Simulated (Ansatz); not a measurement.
ZrSe2: Electric field gradients

The cell is a computed structure from the Materials Project (it need not be an observed phase).

```
CELL_PARAMETERS angstrom
3.81115 0.00000 0.00000
-1.90558 3.30055 0.00000
0.00000 0.00000 6.39991
ATOMIC_POSITIONS crystal
Zr 0.00000 0.00000 0.00000
Se 0.66667 0.33333 0.75588
Se 0.33333 0.66667 0.24412
```

Atom numbers follow the list; atoms alike are taken as one site, whose name carries the number of the first.

Computed with Ansatz: DFT, PBE, plane waves and PAW, scalar-relativistic, 420 eV cutoff, Γ-centred 10×10×5 k-points, Fermi–Dirac smearing 0.01 eV.

V_zz is the principal component of the electric field gradient with the largest magnitude, η = (V_xx − V_yy)/V_zz and C_Q = eQV_zz/h. Directions are in the Cartesian axes of the cell vectors above, for the atom listed; none is given where the gradient is under 0.02 or η is above 0.95.

**Question.** What field gradients does the calculation give at each kind of site?

**Answer.** 

```tsv
site	first atom	first shell	V_zz (10²¹ V/m²)	η	direction of V_zz (x, y, z)
Zr	1	6 Se at 2.70 Å	-2.30	0.00	0.00 0.00 1.00
Se	2	3 Zr at 2.70 Å	-0.58	0.00	0.00 0.00 1.00
```

An axis of threefold or higher order runs through Zr and Se, so V_zz lies along it and η is zero.

Without spin–orbit coupling (the program notes it for Zr) the gradients can shift somewhat, as the gap is small. With a gap of 0.5 eV on this mesh, small gradients can still move by 0.1 × 10²¹ V/m² or more as the k-mesh gets denser.
